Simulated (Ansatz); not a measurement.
# I: how the settings move a single-point run

Question: which choices in the input matter for I?

Computed with Ansatz 0.2.0 (reference: DFT, LDA, all-electron LAPW, scalar-relativistic, unless a step's input says otherwise).

### 1 The structure to begin with

Symmetry: I4/mmm, No. 139, tetragonal system. Conventional cell: a = 3.235 Å, b = 3.235 Å, c = 8.530 Å, α = 90.00°, β = 90.00°, γ = 90.00°. I (site symmetry 4/mmm) is surrounded by 4 I at 3.23 Å.

Structure file:

```xyz
1
Lattice="-1.6175 1.6175 4.2648 1.6175 -1.6175 4.2648 1.6175 1.6175 -4.2648" Properties=species:S:1:pos:R:3 pbc="T T T"
I     0.0000    0.0000    0.0000
```

### 2 Baseline

Input file input.yaml:

```yaml
crystal:
  lattice:
    - [-1.617456, 1.617456, 4.264808]
    - [1.617456, -1.617456, 4.264808]
    - [1.617456, 1.617456, -4.264808]
  atoms:
    - { symbol: I, position: [0.0, 0.0, 0.0] }
kpoints:
  mp_grid: { grid: [18, 18, 18] }
  band_path:
    path:
      - [0.0, 0.0, 0.0]
      - [0.0, 0.0, 0.5]
      - [0.25, 0.25, 0.25]
      - [0.0, 0.5, 0.0]
      - [0.0, 0.0, 0.0]
      - [0.5, 0.5, -0.5]
      - [0.2859588663, 0.7140411337, -0.2859588663]
      - [-0.2859588663, 0.2859588663, 0.2859588663]
      - [0.0, 0.0, 0.0]
    npoints: 5
scf:
  occupations: { method: fermi_dirac, width: 0.08 }
hamiltonian:
  xc: lda
  pseudopotentials: { kind: all_electron, lapw: { basis_error: 0.001 } }
output:
  forces: true
  stress: true
  eigenvalues: true
```

Started as:

```console
> ansatz run input.yaml --threads 1 --pin off --max-ram 2048MiB --backend cpu --events-out ev --progress --plain --runs-dir out
```

### 3 Variant: occupations.method cold, occupations.width 0.005, xc revpbe

Edit input.yaml of step 2 so:

```diff
@@ -22,5 +22,5 @@
 scf:
-  occupations: { method: fermi_dirac, width: 0.08 }
+  occupations: { method: cold, width: 0.005 }
 hamiltonian:
-  xc: lda
+  xc: revpbe
   pseudopotentials: { kind: all_electron, lapw: { basis_error: 0.001 } }
```

Q: Predict the outcome of this session. Wanted: for each run, ending; energy change; pressure; gap; force.

As calculated:

| run | ending | energy change | pressure (GPa) | gap (eV) | force (eV/Å) | cycles | time |
| --- | --- | --- | --- | --- | --- | --- | --- |
| reference | converged | - | -2.2 | 0.00 | 0.00 | 7 | 33 s |
| 1: occupations.method cold, occupations.width 0.005, xc revpbe | converged | not comparable | 1.0 | 0.00 | 0.00 | 7 | 33 s |

Residual by cycle in the longest SCF loop of each run; runs are numbered as in the table. The quantity is the density residual dr2, in eV.

```csv
cycle,reference,run 1
1,0.0408,0.0383
2,0.00535,0.00255
3,1.2e-5,1.5e-4
4,8.0e-7,4.8e-6
5,1.3e-7,9.1e-7
6,5.9e-9,1.0e-7
7,9.1e-11,5.8e-9
```

Total energies don't compare across a change of functional; the pressure goes from -2.2 to 1.0 GPa. The smearing changed too.
